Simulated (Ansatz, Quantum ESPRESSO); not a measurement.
# Ga1-xInxAs: cell size against composition

Does the cell follow a straight line between the end members?

Calculated with Ansatz 0.2.0, PBEsol, PAW files of the set soft_1, cutoff 600 eV, Fermi–Dirac smearing 0.02 eV, k-mesh 4×4×4, no spin polarisation, no spin-orbit coupling.

Each composition is one ordered cell of the zinc blende structure with 8 sites to fill (x is the share of In on the Ga sites), chosen so that its near-neighbour pairs are as close to random as the cell allows, with cell and atoms relaxed. The cell at x = 0.125: a = 8.0823 Å, b = 8.0823 Å, c = 8.0823 Å, α = 60.00°, β = 60.00°, γ = 60.00°.

```
atom       x       y       z
  In  0.0000  0.0000  0.0000
  As  0.3750  0.3750  0.3750
  As  0.3750  0.3750  0.8750
  As  0.3750  0.8750  0.3750
  As  0.3895  0.8702  0.8702
  As  0.8750  0.3750  0.3750
  As  0.8702  0.3895  0.8702
  As  0.8702  0.8702  0.3895
  As  0.8702  0.8702  0.8702
  Ga  0.0001  0.0001  0.4999
  Ga  0.0001  0.4999  0.0001
  Ga  0.0001  0.4999  0.4999
  Ga  0.4999  0.0001  0.0001
  Ga  0.4999  0.0001  0.4999
  Ga  0.4999  0.4999  0.0001
  Ga  0.5000  0.5000  0.5000
```

```csv
x,formula,space group,volume for each atom (Å³)
0,GaAs,F-43m,22.654
0.125,InGa7As8,F-43m,23.333
0.375,In3Ga5As8,R3m,24.724
0.5,InGaAs2,Ima2,25.388
0.625,In5Ga3As8,R3m,26.099
0.75,In3GaAs4,Amm2,26.792
0.875,In7GaAs8,F-43m,27.489
1,InAs,F-43m,28.211
```

**Question.** Fit the trend and give the value at x = 0.25, a row left out above.

The law is y = (1 − x) y0 + x y1 − b x(1 − x). With w = x(1 − x) and δ the distance of each inner row from the straight line, b = −Σδw/Σw².

```
    x       w       δ
0.125  0.1094  −0.016
0.375  0.2344  −0.014
  0.5  0.2500  −0.044
0.625  0.2344  −0.028
 0.75  0.1875  −0.030
0.875  0.1094  −0.027
```

Σδw = −0.03125 and Σw² = 0.2314, so b = 0.135 Å³. At x = 0.25 the law gives 24.018 Å³. The run itself gives 24.034 Å³, so the estimate misses by 0.016 Å³; the fitted rows themselves lie up to 0.018 Å³ off the law.

At x = 0.5 the bowing term is 0.13 % of the value there, against 24.5 % between the ends, so the straight line holds well.

One small ordered cell stands for each composition, so a random alloy may differ.

The same fit over all rows at other levels or in other programs gives b = 0.127 Å³ with r2SCAN (Ansatz) and 0.120 Å³ with PBEsol (Quantum ESPRESSO, GBRV).

[Logs are printed without paths, hosts, clocks, repeated set-up lines and the standing remarks that a program may print on its own settings, such as how far it seeks lower states.]
